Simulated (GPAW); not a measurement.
# Magnetic state of Fe2 Cr1 Fe2 001 from several starts, part 2 of 2

Does Fe2 Cr1 Fe2 001 prefer parallel or opposed moments, or none?

GPAW 26.7.0; PBE; plane waves with GPAW's PAW setups, scalar-relativistic.

So far. Step 2 (Order 1, typed as ferro ++++): After 66 cycles the largest moment stands at 2.92 μB.

## Step 3: Run 2 (antiferro ++--)

An opposed order shows whether the pairs that it reverses prefer unlike signs.

order2.py

```python
import json
import numpy as np
from ase import Atoms
from ase.parallel import paropen, parprint
from gpaw import GPAW

atoms = Atoms(['Fe', 'Fe', 'Cr', 'Fe', 'Fe'],
    cell=[[2.884, 0.0, 0.0],
         [0.0, 2.884, 0.0],
         [0.0, 0.0, 17.6989]],
    scaled_positions=[[0.0, 0.0, 0.339005],
         [0.5, 0.5, 0.419163],
         [0.0, 0.0, 0.5],
         [0.5, 0.5, 0.580837],
         [0.0, 0.0, 0.660995]],
    pbc=True,
    magmoms=[2.6, 2.6, 0.0, -2.6, -2.6])
atoms.calc = GPAW(mode={'name': 'pw', 'ecut': 450},
    xc='PBE',
    kpts={'size': (20, 20, 1), 'gamma': True},
    occupations={'name': 'fermi-dirac', 'width': 0.05},
    convergence={'density': 1e-05, 'energy': 1e-05},
    maxiter=250,
    mixer={'name': 'pulay', 'beta': 0.03, 'nmaxold': 8, 'weight': 100},
    symmetry={'tolerance': 1e-4},
    txt='order2.txt')
e = atoms.get_potential_energy(force_consistent=True)
res = {'free_energy': e, 'energy_sigma0': atoms.get_potential_energy(), 'fermi_energy': atoms.calc.get_fermi_level()}
res['moments'] = atoms.get_magnetic_moments().tolist()
res['total'] = atoms.get_magnetic_moment()
parprint('site moments (muB):', np.round(res['moments'], 3))
parprint(f"total moment: {res['total']:.3f} muB")
parprint(f'free energy: {e:.6f} eV')
atoms.calc.write('order2.gpw')
with paropen('results.json', 'w') as f:
    json.dump(res, f)
```

On the command line:

```
$ OMP_NUM_THREADS=1 mpirun -n 4 gpaw python order2.py > order2.log
```

Numbers of over 12 decimals in the logs are rounded to 6 here.

The log of the run:

```text
site moments (muB): [ 2.915  1.908 -0.    -1.908 -2.915]
total moment: -0.000 muB
free energy: -42.353668 eV

--- order2.txt ---
Input parameters:
  mode=PW(ecut=450),
  convergence={'density': 1e-05, 'energy': 1e-05},
  kpts=MonkhorstPack(size=(20, 20, 1), gamma=True),
  maxiter=250,
  mixer=Pulay(name='pulay', nmaxold=8, beta=0.03, weight=100, sigma=0.015, g_ss=None),
  occupations=Occupations(name='fermi-dirac', width=0.05),
  symmetry=Symmetry(tolerance=0.0001),
  xc=XC(name='PBE')

Diagonalizing LCAO Hamiltonian
Converting LCAO to pw mode
   .------.
  /|      |
 * |      |
 | |      |
 | |      |
 | |      |
 | |      |
 | |      |
 | |      |
 Fe|      |
 | |  Fe  |
 | |      |
 | |      |
 Cr|      |
 | |  Fe  |
 | |      |
 | |      |
 Fe|      |
 | |      |
 | |      |
 | |      |
 | |      |
 | .------.
 |/      /
 *------*

Atoms  # Å, Bohr magnetons
|   | symbol |        x |        y |         z |    initial magnetic moments |
|---|--------|----------|----------|-----------|-----------------------------|
| 0 |     Fe | 0.000000 | 0.000000 |  6.000016 | ( 0.0000,  0.0000,  2.6000) |
| 1 |     Fe | 1.442000 | 1.442000 |  7.418724 | ( 0.0000,  0.0000,  2.6000) |
| 2 |     Cr | 0.000000 | 0.000000 |  8.849450 | ( 0.0000,  0.0000,  0.0000) |
| 3 |     Fe | 1.442000 | 1.442000 | 10.280176 | ( 0.0000,  0.0000, -2.6000) |
| 4 |     Fe | 0.000000 | 0.000000 | 11.698884 | ( 0.0000,  0.0000, -2.6000) |

Unit cell  # Å
| periodic |        x |        y |         z |   lengths |    angles |
|----------|----------|----------|-----------|-----------|-----------|
|      yes | 2.884000 | 0.000000 |  0.000000 |  2.884000 | 90.000000 |
|      yes | 0.000000 | 2.884000 |  0.000000 |  2.884000 | 90.000000 |
|      yes | 0.000000 | 0.000000 | 17.698900 | 17.698900 | 90.000000 |

Number of symmetries: 8

BZ-sampling:
  Number of BZ points: 400
  Number of IBZ points: 66

  Monkhorst-Pack size: [20, 20, 1]
  Monkhorst-Pack shift: [0.025, 0.025, 0.0]

Plane wave coefficients: 3228
Cutoff: 450.000000 eV

Spin-components: 2 (collinear spins)
Bands:           27
Projectors:      30
Spin-degeneracy: 1
Datatype:        complex128

Parallelization:
  kpt:    4
  domain: 1
  band:   1

Density:
  Valence electrons: 38.0
  Components: 2
  Grid points: [15 15 90]
  Charge: 0.0  # |e|

Potential:
  Grid points: [15 15 90]

[... setups left out ...]
Reference energy: -167060.195849  # eV

eigensolver:
  PPCG
  Converge bands: occupied
  niter=2

density mixing:
  Pulay-Mixer
  Linear mixing parameters: 0.03
  Old densities: 8
  Fourier metric: weight=100, sigma=0.015

occupation numbers:
  Fermi-Dirac:
    width: 0.0500  # eV

poisson solver:
  ecut: 3600.000000  # eV

xc functional:
  name: PBE with 2 nearest neighbor stencil

convergence criteria:
- Maximum integral of absolute [dens]ity change: 1e-05 electrons / valence electron
- Maximum [total energy] change in last 3 cyles: 1e-05 eV / valence electron
- Maximum integral of absolute [eigenst]ate change: 4e-08 eV^2 / valence electron
maximum number of iterations: 250

SCF iterations
|iter     |      energy | eigst |  dens |  magmom |
|---------|-------------|-------|-------|---------|
|iter:   1|       0s |  -51.191263 | +0.40 |       |  +0.0000|
|iter:   2|       5s |  -46.684767 | -0.56 | -0.52 |  -0.0000|
|iter:   3|       9s |  -44.203767 | +0.08 | -0.61 |  +0.0000|
|iter:   4|      13s |  -44.339733 | -0.71 | -0.74 |  -0.0000|
|iter:   5|      17s |  -45.316992 | -1.13 | -0.76 |  -0.0000|
|iter:   6|      21s |  -42.435107 | -0.42 | -0.71 |  -0.0000|
|iter:   7|      25s |  -42.425812 | -1.82 | -0.96 |  +0.0000|
|iter:   8|      29s |  -42.296272 | -2.31 | -1.00 |  -0.0000|
|iter:   9|      33s |  -42.174988 | -1.96 | -1.04 |  +0.0000|
|iter:  10|      37s |  -42.369798 | -0.94 | -1.12 |  -0.0000|
[... 35 iterations left out ...]
|iter:  46|     182s |  -42.326016c| -7.22 | -4.32 |  -0.0000|
|iter:  47|     184s |  -42.326016c| -8.10c| -4.60 |  -0.0000|
|iter:  48|     186s |  -42.326016c| -8.53c| -4.63 |  -0.0000|
|iter:  49|     188s |  -42.326016c| -7.78c| -4.66 |  -0.0000|
|iter:  50|     189s |  -42.326016c| -8.05c| -4.90 |  -0.0000|
|iter:  51|     191s |  -42.326016c| -8.47c| -4.95 |  -0.0000|
|iter:  52|     193s |  -42.326016c| -8.65c| -4.95 |  -0.0000|
|iter:  53|     195s |  -42.326016c| -9.00c| -4.96 |  -0.0000|
|iter:  54|     197s |  -42.326016c| -8.83c| -4.99 |  -0.0000|
|iter:  55|     199s |  -42.326016c| -9.15c| -5.04c|  -0.0000|

Converged in 55 steps
Energy contributions relative to reference atoms: (reference = -167060.195849)

Energy contributions:
  Kinetic:           4.478605
  Coulomb:          -7.482952
  Zero:              0.738891
  External:          0.000000
  Xc:              -40.032909
  Entropy:          -0.055303
  Spinorbit:         0.000000
  ----------------------------
  Free energy:     -42.353668
  Extrapolated:    -42.326016

dipole moment: (-21.143895, -21.143895, -0.000253)  # |e|*Ang

Total magnetic moment: (0.000000, 0.000000, -0.000006)

Local magnetic moments
|        x |        y |         z |
|----------|----------|-----------|
| 0.000000 | 0.000000 |  2.915192 |  # Fe   0
| 0.000000 | 0.000000 |  1.908051 |  # Fe   1
| 0.000000 | 0.000000 | -0.000008 |  # Cr   2
| 0.000000 | 0.000000 | -1.908048 |  # Fe   3
| 0.000000 | 0.000000 | -2.915192 |  # Fe   4

Fermi level: 2.008
Eigenvalues  # (at kpt = [-0.000, -0.000, 0.000])
| band index |      eig [eV] | occ [0-1] |      eig [eV] | occ [0-1] |
|------------|---------------|-----------|---------------|-----------|
|          0 |        -5.723 |     1.000 |        -5.723 |     1.000 |
|        ... |               |           |               |           |
|         11 |        -0.054 |     1.000 |        -0.054 |     1.000 |
|         12 |         0.477 |     1.000 |         0.477 |     1.000 |
|         13 |         0.477 |     1.000 |         0.477 |     1.000 |
|         14 |         0.897 |     1.000 |         0.897 |     1.000 |
|         15 |         1.109 |     1.000 |         1.109 |     1.000 |
|         16 |         1.376 |     1.000 |         1.376 |     1.000 |
|         17 |         1.376 |     1.000 |         1.376 |     1.000 |
|         18 |         1.775 |     0.990 |         1.775 |     0.990 |
|         19 |         2.077 |     0.201 |         2.077 |     0.201 |
|         20 |         2.178 |     0.032 |         2.178 |     0.032 |
|         21 |         2.179 |     0.032 |         2.179 |     0.032 |
|         22 |         2.179 |     0.032 |         2.179 |     0.032 |
|         23 |         2.682 |     0.000 |         2.682 |     0.000 |
|         24 |         2.974 |     0.000 |         2.974 |     0.000 |
|         25 |         3.369 |     0.000 |         3.369 |     0.000 |
|         26 |         3.369 |     0.000 |         3.369 |     0.000 |

No gap
No difference between direct/indirect transitions
```

It took 3.5 min on 4 MPI ranks of Arm Neoverse V1, shared host; peak memory 0.99 GiB.

Spin moment in the augmentation sphere by atom:

```csv
atom,spin moment in the augmentation sphere (μB)
Fe1,2.92
Fe2,1.91
Cr3,0.00
Fe4,-1.91
Fe5,-2.92
```

This step gave:

| Quantity | Value |
| --- | --- |
| magnetization | 0 μB |
| final state | antiferromagnetic |

It lies 5.09 meV a seeded atom under the first start, and its largest moment is 2.92 μB against 2.92 μB.

## Step 4: Start 3: no spin polarisation

A run without seeds gives the energy of the state without moments.

nospin.py is the script of step 3 with these lines changed:

```diff
@@ -15,4 +15,3 @@
          [0.0, 0.0, 0.660995]],
-    pbc=True,
-    magmoms=[2.6, 2.6, 0.0, -2.6, -2.6])
+    pbc=True)
 atoms.calc = GPAW(mode={'name': 'pw', 'ecut': 450},
@@ -25,11 +24,7 @@
     symmetry={'tolerance': 1e-4},
-    txt='order2.txt')
+    txt='nospin.txt')
 e = atoms.get_potential_energy(force_consistent=True)
 res = {'free_energy': e, 'energy_sigma0': atoms.get_potential_energy(), 'fermi_energy': atoms.calc.get_fermi_level()}
-res['moments'] = atoms.get_magnetic_moments().tolist()
-res['total'] = atoms.get_magnetic_moment()
-parprint('site moments (muB):', np.round(res['moments'], 3))
-parprint(f"total moment: {res['total']:.3f} muB")
 parprint(f'free energy: {e:.6f} eV')
-atoms.calc.write('order2.gpw')
+atoms.calc.write('nospin.gpw')
 with paropen('results.json', 'w') as f:
```

On the command line:

```
$ OMP_NUM_THREADS=1 mpirun -n 4 gpaw python nospin.py > nospin.log
```

The log of the run:

```text
free energy: -39.671607 eV

--- nospin.txt ---
Input parameters:
  mode=PW(ecut=450),
  convergence={'density': 1e-05, 'energy': 1e-05},
  kpts=MonkhorstPack(size=(20, 20, 1), gamma=True),
  maxiter=250,
  mixer=Pulay(name='pulay', nmaxold=8, beta=0.03, weight=100, sigma=0.015, g_ss=None),
  occupations=Occupations(name='fermi-dirac', width=0.05),
  symmetry=Symmetry(tolerance=0.0001),
  xc=XC(name='PBE')

[...]
|          0 |        -6.125 |     2.000 |
|        ... |               |           |
|         13 |         0.534 |     2.000 |
|         14 |         0.601 |     2.000 |
|         15 |         0.901 |     2.000 |
|         16 |         0.901 |     2.000 |
[...]
|         23 |         1.900 |     0.000 |
|         24 |         2.049 |     0.000 |
|         25 |         2.403 |     0.000 |
|         26 |         2.403 |     0.000 |

No gap
No difference between direct/indirect transitions

[key lines of the parts left out:]
Free energy:     -39.671607
Converged in 34 steps
dipole moment: (-21.149523, -21.149523, -0.000252)  # |e|*Ang
Fermi level: 1.434
```

Wall time 73 s (4 MPI ranks); peak memory 0.83 GiB.

Read from the output:

```
final state : non-magnetic (no spin polarisation)
```

It lies 665 meV a seeded atom over the first start.

## Step 5: Ranking

These are free energies at a smearing of 0.05 eV, so its entropy term is in the differences. They are divided by the number of seeded atoms, so that cells of unlike size compare.

Orders:

```csv
start,final state,typed order kept,energy over the lowest (meV a seeded atom),largest site moment (μB),net moment (μB a primitive cell),mesh matched,CPU time (s)
ferro ++++,ferrimagnetic,yes,5.089,2.918,9.287,yes,1304
antiferro ++--,antiferromagnetic,yes,0,2.915,0,yes,828.3
no spin polarisation,non-magnetic,-,670.5,0,0,yes,291.4
```

## Step 6: Summary of results

```yaml
lowest_state_found: antiferromagnetic (typed antiferro ++--)
largest_site_moment: 2.92 μB
next_state: ferrimagnetic, 5.09 meV a seeded atom higher
energy_gained_by_spin_polarisation: 671 meV a seeded atom
```

The lowest state found is antiferromagnetic, reached from the start antiferro ++--, with moments up to 2.92 μB. The next state costs 5.1 meV a seeded atom. This is the lowest of 3 finished starts, no proof of the ground state.

[Logs and program files are shortened in this print: banners, set-up blocks, solver, clock and traceback lines can be left out without a mark of their own.]

[Logs are printed without paths, hosts, clocks, repeated set-up lines and the standing remarks that a program may print on its own settings, such as how far it seeks lower states.]

[Hosts, paths, dates, database ids (printed as entryN), source tags and the programs' standing remarks are cut or masked in the printed files.]

[Where a cell is said to come from a database of computed structures, the database is the Materials Project.]
